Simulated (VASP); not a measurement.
Wanted: the native input for a VASP 6.6.1 run.

| Item | Value |
| --- | --- |
| Task | relaxation of cell and atoms |
| Functional | r2SCAN |
| Potentials or basis | VASP PAW PBE potentials, release 64 (Rb_sv) |
| Cutoff | 600 eV |
| k mesh | 10 × 10 × 10 |
| Occupations | methfessel-paxton, width 0.1 eV |
| Spin | no spin polarisation |
| Further INCAR settings | ALGO = Normal; EDIFF = 1e-06; IBRION = 2; EDIFFG = -0.01; NSW = 90; ISIF = 3 |

The structure of Rb lies in POSCAR:

```
Rb
1.0
   -2.8025000000      2.8025000000      2.8025000000
    2.8025000000     -2.8025000000      2.8025000000
    2.8025000000      2.8025000000     -2.8025000000
Rb
1
Direct
    0.0000000000      0.0000000000      0.0000000000
```

The input as run:

INCAR

```
ALGO = Normal
EDIFF = 1E-6
EDIFFG = -0.01
ENCUT = 600
IBRION = 2
ISIF = 3
ISMEAR = 1
LASPH = True
LCHARG = False
LMIXTAU = True
LREAL = False
LWAVE = False
METAGGA = R2SCAN
NELM = 80
NSW = 90
PREC = Accurate
SIGMA = 0.1
```

KPOINTS

```
k-points
0
Gamma
  10 10 10
```

Potentials or basis: VASP PAW PBE potentials, release 64 (Rb_sv).

The run is started by

```bash
$ cat potpaw_PBE.64/Rb_sv/POTCAR > POTCAR
$ mpirun -np 1 vasp_std > vasp.out
```

It gave:

- Relaxed volume: 94.65 Å³/atom
- Relaxed cell: a = 4.973 Å, b = 4.973 Å, c = 4.973 Å, α = 109.47°, β = 109.47°, γ = 109.47°
- Space group after relaxing (to 0.05 Å): Im-3m (No. 229)
- Energy gained by relaxing: 4.8 meV/atom
- Ionic steps: 3
- Pressure after relaxing: 0.0 GPa
- Band gap on the k mesh: none (metal or under the smearing width)

Caveat: the PAW data sets were made with another functional, which shifts forces and pressure a little.

It took 12 min on 1 thread of AMD EPYC 7R13 Processor (Zen 3), on a shared host, peak memory 0.25 GiB.
